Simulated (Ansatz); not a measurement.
We consider rutile GeO2, described by PBE0+SOC (Ansatz, a quantum-chemistry and plane-wave program, PAW).

Settings: plane-wave cutoff 460 eV, 6×6×8 k mesh (along the axes of the cell as run), Fermi–Dirac smearing 0.01 eV, PAW data made under PBE.

Cell (measured lattice):

GeO2 is modelled in the tetragonal space group P4₂/mnm (No. 136), the rutile structure, Pearson symbol tP6. Cell: a = 4.397 Å, b = 4.397 Å, c = 2.863 Å, α = 90.00°, β = 90.00°, γ = 90.00°. Ge on 2a has 6 O at 1.874–1.900 Å (octahedral). O on 4f is coordinated by 3 Ge at 1.874–1.900 Å (trigonal planar). (Neighbours: up to the widest gap in distance over summed covalent radii, below 1.35, at either atom.)

Task: Give the computed band gap.

Result: 
- band gap = 4.59 eV (on the SCF k mesh) (direct)

Measured, for comparison: band gap 4.68 eV (temperature not stated, no zero-point or thermal correction, direct (forbidden), UV absorption; as tabulated in Mengle et al. (2019), arXiv:1905.10301).

Note: cell and atoms aren't relaxed at this level (largest force component 0.06 eV/Å, pressure 0.9 GPa).
